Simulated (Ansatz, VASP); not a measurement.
One calculation of Cs4H, two programs

```xyz
5
Lattice="6.4336 0.0000 0.0000 0.0000 6.4336 0.0000 0.0000 0.0000 6.4336" Properties=species:S:1:pos:R:3 pbc="T T T"
Cs    0.0000    3.2168    3.2168
Cs    3.2168    0.0000    3.2168
Cs    3.2168    3.2168    0.0000
Cs    0.0000    0.0000    0.0000
H     3.2168    3.2168    3.2168
```

Alike in both runs: task single point; functional PBE; k mesh 4 × 4 × 4; occupations gaussian, width 0.1 eV; no spin polarisation.

|  | VASP | Ansatz |
| --- | --- | --- |
| version | VASP 6.6.1 | Ansatz 0.2.0 |
| potentials or method | VASP PAW PBE potentials, release 64 (Cs_sv, H) | scalar-relativistic, plane waves, PAW |
| plane-wave cutoff (eV) | 520 | 420 |
| valence electrons in the cell | 37 | 37 |

```csv
,VASP,Ansatz,Ansatz less VASP
gap on the k mesh at the Fermi level (eV),none,none,-
pressure (GPa),1.7,1.7,0.00
```

A gap of «none» marks a metal or a gap that the smearing closes. The functional is the same, so the differences come from potentials, cutoffs and numerics.

Spin-orbit coupling is left out, which matters for the levels of Cs.
